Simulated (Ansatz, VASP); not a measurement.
Two plane-wave programs on SiC (Moissanite 3C)

```
Si C
1.0
     0.00000    2.17900    2.17900
     2.17900    0.00000    2.17900
     2.17900    2.17900    0.00000
Si C
1 1
Direct
  0.00000 0.00000 0.00000
  0.75000 0.75000 0.75000
```

Alike in both runs: task relaxation of cell and atoms; functional PBEsol; dispersion D3(BJ); k mesh 10 × 10 × 10; occupations fermi-dirac, width 0.05 eV; no spin polarisation.

|  | VASP | Ansatz |
| --- | --- | --- |
| version | VASP 6.6.1 | Ansatz 0.2.0 |
| potentials or method | VASP PAW PBE potentials, release 64 (Si, C) | Ansatz PAW |
| plane-wave cutoff (eV) | 600 | 420 |
| valence electrons in the cell | 8 | 8 |

Ansatz gave:

```
relaxed volume (Å³/atom)                                     : 10.16
relaxed cell length with the largest relative difference (Å) : 3.063
energy change over the relaxation (meV/atom)                 : -2
```

What did VASP give for the same quantities?

Relaxed volume (Å³/atom): 10.17; relaxed cell length with the largest relative difference (Å): 3.064; energy change over the relaxation (meV/atom): -2.

Caveats: the PAW data sets were made with another functional, which shifts forces and pressure a little (VASP); the plane-wave basis is chosen anew once the cell has moved, so the energies of steps on either side of that aren't comparable (Ansatz); the PAW data sets come from PBE, with cores solved anew for the run's functional, which leaves a small shift of forces and pressure (Ansatz). PBEsol gaps usually lie below the measured ones, often by a third to a half. A k mesh can miss the band edges.
